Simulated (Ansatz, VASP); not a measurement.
## One calculation of In, two programs

File INCAR:

```
SYSTEM = In
ALGO = Normal
EDIFF = 1E-6
ENCUT = 520
GGA = PS
ISIF = 2
ISMEAR = -1
IVDW = 13
LASPH = .TRUE.
LCHARG = .FALSE.
LREAL = .FALSE.
LWAVE = .FALSE.
NBANDS = 12
NELM = 60
PREC = Accurate
SIGMA = 0.1
```

Contents of KPOINTS:

```
k-points
0
G
  8 8 8
  0 0 0
```

The input POSCAR:

```
In
1.0
   -1.6059359000      1.6059359000      2.4420357800
    1.6059359000     -1.6059359000      2.4420357800
    1.6059359000      1.6059359000     -2.4420357800
In
1
Direct
    0.0000000000      0.0000000000      0.0000000000
```

Input for Ansatz:

```yaml
crystal:
  lattice:
    - [-1.6059359, 1.6059359, 2.44203578]
    - [1.6059359, -1.6059359, 2.44203578]
    - [1.6059359, 1.6059359, -2.44203578]
  atoms:
    - { symbol: In, position: [0.0, 0.0, 0.0] }
  symmetry: { tolerance: 0.0003 }
kpoints:
  mp_grid: { grid: [8, 8, 8], shift: [0, 0, 0] }
magnetization:
  spin_polarized: false
scf:
  occupations: { method: fermi_dirac }
hamiltonian:
  pseudopotentials: { kind: paw }
  xc: pbesol
  dispersion: d4
basis:
  ecutwfc: "450 eV"
output:
  forces: true
  stress: true
  eigenvalues: true
```

Alike in both runs: task single point; functional PBEsol; dispersion D4; k mesh 8 × 8 × 8; no spin polarisation.

```csv
,VASP,Ansatz
version,VASP 6.6.1,Ansatz 0.2.0
potentials or method,"VASP PAW PBE potentials, release 64 (In_d)",PAW plane waves
plane-wave cutoff (eV),520,450
occupations,"fermi-dirac, width 0.1 eV",fermi-dirac
valence electrons in the cell,13,13
```

VASP gave:

```
gap on the k mesh at the Fermi level (eV)       : none
pressure (GPa)                                  : -0.8
largest component of the traceless stress (GPa) : 2.35
dispersion energy (meV/atom)                    : -217.9
```

Question: Estimate Ansatz's values.

Answer: gap on the k mesh at the Fermi level (eV): none; pressure (GPa): -0.7; largest component of the traceless stress (GPa): 2.35; dispersion energy (meV/atom): -218.1.

A gap of «none» marks a metal or a gap that the smearing closes.

Caveats: the PAW data sets were made with another functional, which shifts forces and pressure a little (VASP); pairwise dispersion overbinds metals, which lowers pressure and volume.
